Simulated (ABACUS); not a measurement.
# C (Fd-3m) in ABACUS: settings compared

The runs below take C through relaxation of cell and atoms, single point, with OLYP, PBE, MS2.

Everything below comes from runs of ABACUS 3.10.1. Logs are shortened: lines on timing, memory, paths and dates and some standing lists are left out, and cuts for length are marked.

## Step 1: The structure

Symmetry: Fd-3m, No. 227, cubic system. Conventional cell: a = 3.567 Å, b = 3.567 Å, c = 3.567 Å, α = 90.00°, β = 90.00°, γ = 90.00°. C (site symmetry -43m) has 4 C at 1.54 Å as nearest neighbours.

This isn't the form of C at room conditions, which is graphite.

## Step 2: Relaxation of cell and atoms, OLYP

run_abacus.py

```python
"""Relaxation by an ASE optimiser with ABACUS as a small file-based calculator."""
import re
import subprocess
import spglib
from ase import Atoms
import numpy as np
from ase.calculators.calculator import Calculator, all_changes
from ase.filters import FrechetCellFilter
from ase.io import read
from ase.optimize import FIRE
from ase.stress import full_3x3_to_voigt_6_stress
from ase.units import Bohr, GPa

atoms = read("C.cif")
cell, frac, numbers = spglib.standardize_cell((atoms.cell[:], atoms.get_scaled_positions(), atoms.numbers), to_primitive=True, symprec=1e-4)
atoms = Atoms(numbers=numbers, cell=cell, scaled_positions=frac, pbc=True)  # the primitive cell
atoms = atoms[(-atoms.numbers).argsort(kind="stable")]  # ABACUS lists atoms element by element
pseudo = {'C': '06_C_4_1.2_1.2_pbe_n_v1.0.upf'}
orbital = {}
magmoms = None
kmesh = [10, 10, 10]
params = {
    'suffix': 'C',
    'calculation': 'scf',
    'basis_type': 'pw',
    'pseudo_dir': './',
    'symmetry': 1,
    'dft_functional': 'GGA_X_OPTX+GGA_C_LYP',
    'ecutwfc': 82,
    'pseudo_rcut': 10,
    'nspin': 1,
    'nbands': 8,
    'ks_solver': 'dav',
    'smearing_method': 'fd',
    'smearing_sigma': 0.00367493,
    'scf_thr': 1e-08,
    'scf_nmax': 100,
    'mixing_type': 'broyden',
    'mixing_beta': 0.7,
    'cal_force': 1,
    'cal_stress': 1,
    'kpar': 4,
}

def write_input(atoms):
    symbols = atoms.get_chemical_symbols()
    elements = list(dict.fromkeys(symbols))
    lines = ["ATOMIC_SPECIES"] + [f"{e} {atoms.get_masses()[symbols.index(e)]:.4f} {pseudo[e]}" for e in elements]
    if orbital:
        lines += ["", "NUMERICAL_ORBITAL"] + [orbital[e] for e in elements]
    lines += ["", "LATTICE_CONSTANT", f"{1 / Bohr:.10f}", "", "LATTICE_VECTORS"]
    lines += [" ".join(f"{x:.10f}" for x in v) for v in atoms.cell]
    lines += ["", "ATOMIC_POSITIONS", "Direct"]
    for e in elements:
        lines += ["", e, "0.0", str(symbols.count(e))]
        for i, p in enumerate(atoms.get_scaled_positions(wrap=False)):
            if symbols[i] == e:
                mag = "" if magmoms is None else " mag " + " ".join(str(x) for x in (magmoms[i] if isinstance(magmoms[i], list) else [magmoms[i]]))
                lines.append(" ".join(f"{x:.10f}" for x in p) + " 1 1 1" + mag)
    open("STRU", "w").write("\n".join(lines) + "\n")
    open("KPT", "w").write("K_POINTS\n0\nGamma\n%d %d %d 0 0 0\n" % tuple(kmesh))
    open("INPUT", "w").write("INPUT_PARAMETERS\n" + "".join(f"{k:<20s}{v}\n" for k, v in params.items()))

class Abacus(Calculator):
    implemented_properties = ["energy", "free_energy", "forces", "stress"]

    def calculate(self, atoms=None, properties=("energy",), system_changes=all_changes):
        super().calculate(atoms, properties, system_changes)
        write_input(self.atoms)
        subprocess.run(['mpirun', '-np', '4', 'abacus'], check=True)
        log = open("OUT.C/running_scf.log").read()
        if "charge density convergence is achieved" not in log:
            raise RuntimeError("SCF not converged")
        rows = lambda title, n: np.array([l.split()[-3:] for l in log.split(title)[-1].split("\n")[2:2 + n]], float)
        energy = float(re.findall(r"FINAL_ETOT_IS (\S+)", log)[-1])
        stress = -rows("TOTAL-STRESS", 3) / 10 * GPa  # ABACUS prints kbar, compression positive
        self.results = dict(energy=energy, free_energy=energy, forces=rows("TOTAL-FORCE", len(self.atoms)), stress=full_3x3_to_voigt_6_stress(stress))

atoms.calc = Abacus()
opt = FIRE(FrechetCellFilter(atoms), logfile="opt.log", trajectory="relax.traj")
print("optimiser converged:", opt.run(fmax=0.01, steps=60))
```

C.cif

```cif
data_C
_cell_length_a 3.56674000
_cell_length_b 3.56674000
_cell_length_c 3.56674000
_cell_angle_alpha 90.00000000
_cell_angle_beta 90.00000000
_cell_angle_gamma 90.00000000
_space_group_name_H-M_alt 'Fd-3m'
_space_group_name_Hall 'F 4d 2 3 -1d'
_space_group_IT_number 227
loop_
_space_group_symop_operation_xyz
'x,y,z'
'-y+1/4,x+1/4,z+1/4'
'-x,-y+1/2,z+1/2'
'y+3/4,-x+1/4,z+3/4'
'x,-y,-z'
'-y+1/4,-x+3/4,-z+3/4'
'-x,y+1/2,-z+1/2'
'y+3/4,x+3/4,-z+1/4'
'z,x,y'
'z+1/4,-y+1/4,x+1/4'
'z+1/2,-x,-y+1/2'
'z+3/4,y+3/4,-x+1/4'
'-z,x,-y'
'-z+3/4,-y+1/4,-x+3/4'
'-z+1/2,-x,y+1/2'
'-z+1/4,y+3/4,x+3/4'
'y,z,x'
'x+1/4,z+1/4,-y+1/4'
'-y+1/2,z+1/2,-x'
'-x+1/4,z+3/4,y+3/4'
'-y,-z,x'
'-x+3/4,-z+3/4,-y+1/4'
'y+1/2,-z+1/2,-x'
'x+3/4,-z+1/4,y+3/4'
'-x+1/4,-y+1/4,-z+1/4'
'y,-x,-z'
'x+1/4,y+3/4,-z+3/4'
'-y+1/2,x,-z+1/2'
'-x+1/4,y+1/4,z+1/4'
'y,x+1/2,z+1/2'
'x+1/4,-y+3/4,z+3/4'
'-y+1/2,-x+1/2,z'
'-z+1/4,-x+1/4,-y+1/4'
'-z,y,-x'
'-z+3/4,x+1/4,y+3/4'
'-z+1/2,-y+1/2,x'
'z+1/4,-x+1/4,y+1/4'
'z+1/2,y,x+1/2'
'z+3/4,x+1/4,-y+3/4'
'z,-y+1/2,-x+1/2'
'-y+1/4,-z+1/4,-x+1/4'
[... 89 lines left out ...]
'-z+1/4,x+1/4,y+1/4'
'-z,-y+1/2,x+1/2'
'z+3/4,-x+1/4,y+3/4'
'z,y,x'
'z+1/4,x+1/4,-y+1/4'
'z+1/2,-y+1/2,-x'
'-y+3/4,-z+1/4,-x+3/4'
'-x+1/2,-z,y+1/2'
'y+1/4,-z+3/4,x+3/4'
'x+1/2,-z+1/2,-y'
'y+3/4,z+1/4,-x+3/4'
'x,z+1/2,y+1/2'
'-y+1/4,z+3/4,x+3/4'
'-x,z,-y'
'x+1/2,y+1/2,z'
'-y+3/4,x+3/4,z+1/4'
'-x+1/2,-y,z+1/2'
'y+1/4,-x+3/4,z+3/4'
'x+1/2,-y+1/2,-z'
'-y+3/4,-x+1/4,-z+3/4'
'-x+1/2,y,-z+1/2'
'y+1/4,x+1/4,-z+1/4'
'z+1/2,x+1/2,y'
'z+3/4,-y+3/4,x+1/4'
'z,-x+1/2,-y+1/2'
'z+1/4,y+1/4,-x+1/4'
'-z+1/2,x+1/2,-y'
'-z+1/4,-y+3/4,-x+3/4'
'-z,-x+1/2,y+1/2'
'-z+3/4,y+1/4,x+3/4'
'y+1/2,z+1/2,x'
'x+3/4,z+3/4,-y+1/4'
'-y,z,-x'
'-x+3/4,z+1/4,y+3/4'
'-y+1/2,-z+1/2,x'
'-x+1/4,-z+1/4,-y+1/4'
'y,-z,-x'
'x+1/4,-z+3/4,y+3/4'
'-x+3/4,-y+3/4,-z+1/4'
'y+1/2,-x+1/2,-z'
'x+3/4,y+1/4,-z+3/4'
'-y,x+1/2,-z+1/2'
'-x+3/4,y+3/4,z+1/4'
'y+1/2,x,z+1/2'
'x+3/4,-y+1/4,z+3/4'
'-y,-x,z'
'-z+3/4,-x+3/4,-y+1/4'
'-z+1/2,y+1/2,-x'
'-z+1/4,x+3/4,y+3/4'
'-z,-y,x'
'z+3/4,-x+3/4,y+1/4'
'z,y+1/2,x+1/2'
'z+1/4,x+3/4,-y+3/4'
'z+1/2,-y,-x+1/2'
'-y+3/4,-z+3/4,-x+1/4'
'-x+1/2,-z+1/2,y'
'y+1/4,-z+1/4,x+1/4'
'x+1/2,-z,-y+1/2'
'y+3/4,z+3/4,-x+1/4'
'x,z,y'
'-y+1/4,z+1/4,x+1/4'
'-x,z+1/2,-y+1/2'
loop_
_atom_site_label
_atom_site_type_symbol
_atom_site_symmetry_multiplicity
_atom_site_Wyckoff_symbol
_atom_site_fract_x
_atom_site_fract_y
_atom_site_fract_z
_atom_site_occupancy
C1 C 8 a 0.2500000000 0.2500000000 0.2500000000 1
```

Potentials or basis: SPMS ONCV 1.0 PBE, plane waves.

On the command line:

```
$ OMP_NUM_THREADS=1 python run_abacus.py > log
```

running log:

```text
ABACUS v3.10.1

               Atomic-orbital Based Ab-initio Computation at UStc

 ------------------------------------------------------------------------------------

 READING GENERAL INFORMATION
                           global_out_dir = OUT.C/
                           global_in_card = INPUT
                               pseudo_dir = ./
                              orbital_dir =
                                    DSIZE = 4
                                    GSIZE = 1

 READING UNITCELL INFORMATION
                                    ntype = 1
                  lattice constant (Bohr) = 1.88973
              lattice constant (Angstrom) = 1

 READING ATOM TYPE 1
                               atom label = C
                      L=0, number of zeta = 1
                      L=1, number of zeta = 1
                      L=2, number of zeta = 1
             number of atom for this type = 2

                        TOTAL ATOM NUMBER = 2
DIRECT COORDINATES
    atom                   x                   y                   z     mag                  vx                  vy                  vz
taud_C1            0.2500000000        0.2500000000        0.2500000000  0.0000        0.0000000000        0.0000000000        0.0000000000
taud_C2            0.0000000000        0.0000000000        0.0000000000  0.0000        0.0000000000        0.0000000000        0.0000000000

                          Volume (Bohr^3) = 74.7585
                             Volume (A^3) = 11.0781

 Lattice vectors: (Cartesian coordinate: in unit of a_0)
                   +0            +1.76934            +1.76934
             +1.76934                  +0            +1.76934
             +1.76934            +1.76934                  +0
 Reciprocal vectors: (Cartesian coordinate: in unit of 2 pi/a_0)
            -0.282591           +0.282591           +0.282591
            +0.282591           -0.282591           +0.282591
            +0.282591           +0.282591           -0.282591
 The esolver type has been set to : ksdft_pw

                PAO radial cut off (Bohr) = 10

 Read in pseudopotential file is 06_C_4_1.2_1.2_pbe_n_v1.0.upf
                     pseudopotential type = NC
          exchange-correlation functional = PBE
                 nonlocal core correction = 1
                        valence electrons = 4
                                     lmax = 1
                           number of zeta = 2
                     number of projectors = 4
                           L of projector = 0
                           L of projector = 0
[... 157 lines left out ...]
 projector 3 L=1
 projector 4 L=1
      TOTAL NUMBER OF NONLOCAL PROJECTORS = 16

 Init Non-Local PseudoPotential table :
 Init Non-Local-Pseudopotential done.

                                     npwx = 960

 Make real space PAO into reciprocal space.
       max mesh points in Pseudopotential = 1001
     dq(describe PAO in reciprocal space) = 0.01
                                    max q = 1091

 number of pseudo atomic orbitals for C is 2
WARNING: norm of atomic wavefunction # 2 of atomic type C is 0.999989, renormalized

 -------------------------------------------
 SELF-CONSISTENT
 -------------------------------------------
                                 init_chg = atomic

 PW ALGORITHM --------------- ION=   1  ELEC=   1--------------------------------

 Density error is 0.12578255219
                          Error Threshold = 0.01
----------------------------------------------------------
     Energy           Rydberg                 eV
----------------------------------------------------------
 E_KohnSham     -24.0662810371       -327.4385517741
 E_Harris       -23.6151604548       -321.3007413702
 E_Fermi        1.0943404829         14.8892661200
----------------------------------------------------------
[... 51 lines left out ...]
 Density error is 5.44532279363e-10
                          Error Threshold = 2.69626179173e-09
----------------------------------------------------------
     Energy           Rydberg                 eV
----------------------------------------------------------
 E_KohnSham     -24.0734134231       -327.5355928633
 E_KS(sigma->0) -24.0734134231       -327.5355928633
 E_Harris       -24.0734304683       -327.5358247752
 E_band         2.6777971197         36.4332989154
 E_one_elec     8.5017393872         115.6720985773
 E_Hartree      1.9335039774         26.3066711984
 E_xc           -8.7311754541        -118.7937364133
 E_Ewald        -25.7774813336       -350.7206262256
 E_entropy(-TS) 0.0000000000         0.0000000000
 E_descf        0.0000000000         0.0000000000
 E_exx          0.0000000000         0.0000000000
 E_Fermi        1.1949986030         16.2587901025
----------------------------------------------------------

 charge density convergence is achieved
 final etot is -327.53559286 eV
 EFERMI = 16.258790102 eV

 STATE ENERGY(eV) AND OCCUPATIONS    NSPIN == 1
 1/12 kpoint (Cartesian) = 0.0000 0.0000 0.0000 (941 pws)
       1       -8.08899     0.00200000
       2        13.6589     0.00200000
       3        13.6589     0.00200000
       4        13.6589     0.00200000
       5        19.3610    2.26848e-30
       6        19.3610    2.26848e-30
       7        19.3610    2.26848e-30
       8        27.5628        0.00000
[... 41 lines left out ...]
 6/12 kpoint (Cartesian) = 0.14130 0.14130 0.14130 (960 pws)
       1       -2.22287     0.00800000
       2      0.0869260     0.00800000
       3        10.7849     0.00800000
       4        10.7849     0.00800000
       5        22.3146    2.01094e-55
       6        22.3146    2.01094e-55
       7        22.9329    8.55580e-61
       8        29.7861        0.00000

[... levels at 6 further k points ...]

------------------------------------------------------------------------------------------
 TOTAL-FORCE (eV/Angstrom)
------------------------------------------------------------------------------------------
                        C1         0.0000000000         0.0000000000         0.0000000000
                        C2         0.0000000000         0.0000000000         0.0000000000
------------------------------------------------------------------------------------------

----------------------------------------------------------------
 TOTAL-STRESS (KBAR)
----------------------------------------------------------------
        -0.1666245747        -0.0000000000         0.0000000000
        -0.0000000000        -0.1666245747         0.0000000000
        -0.0000000000         0.0000000000        -0.1666245747
----------------------------------------------------------------
 TOTAL-PRESSURE: -0.166625 KBAR

 --------------------------------------------
 !FINAL_ETOT_IS -327.5355928632678228 eV
 --------------------------------------------
```

It took 14 s on 4 MPI ranks of Intel Xeon 6975P-C (Granite Rapids), shared host; peak memory 0.32 GiB.

Results:

* Free energy: -327.5356 eV
* Relaxed volume: 5.54 Å³/atom
* Relaxed cell: a = 2.502 Å, b = 2.502 Å, c = 2.502 Å, α = 60.00°, β = 60.00°, γ = 60.00°
* Space group after relaxing (to 0.05 Å): Fd-3m (No. 227)
* Energy gained by relaxing: 4.2 meV/atom
* Ionic steps: 10
* Pressure after relaxing: 0.0 GPa
* Band gap on the k mesh: 4.42 eV, indirect (least direct gap 5.70 eV)

The path:
```
step  energy change (eV)  largest force (eV/Å)  pressure (GPa)  volume (Å³)
   1              0.0000                0.0000          -10.30        11.34
   2             -0.0035                0.0000           -8.01        11.28
   3             -0.0073                0.0000           -3.82        11.17
   4             -0.0081                0.0000            1.43        11.04
   5             -0.0081                0.0000            1.35        11.04
   6             -0.0082                0.0000            1.18        11.05
   7             -0.0082                0.0000            0.95        11.05
   8             -0.0083                0.0000            0.66        11.06
   9             -0.0083                0.0000            0.33        11.07
  10             -0.0083                0.0000           -0.02        11.08
```

Final structure:
```
C
1.0
     0.00000    1.76934    1.76934
     1.76934    0.00000    1.76934
     1.76934    1.76934    0.00000
C
2
Direct
  0.25000 0.25000 0.25000
  0.00000 0.00000 0.00000
```

Levels at points of the mesh, in eV from the valence-band top:
```tsv
k point	band 2	band 3	band 4
(0.00, 0.00, 0.00)	0.00	0.00	0.00
(0.50, 0.50, 0.50)	-13.57	-2.87	-2.87
(0.50, 0.50, 0.00)	-12.92	-6.44	-6.44
```

Caveat: the potentials were made for another functional, which shifts forces and pressure. A k mesh can miss the band edges.

(Continued in part 2 of 2.)
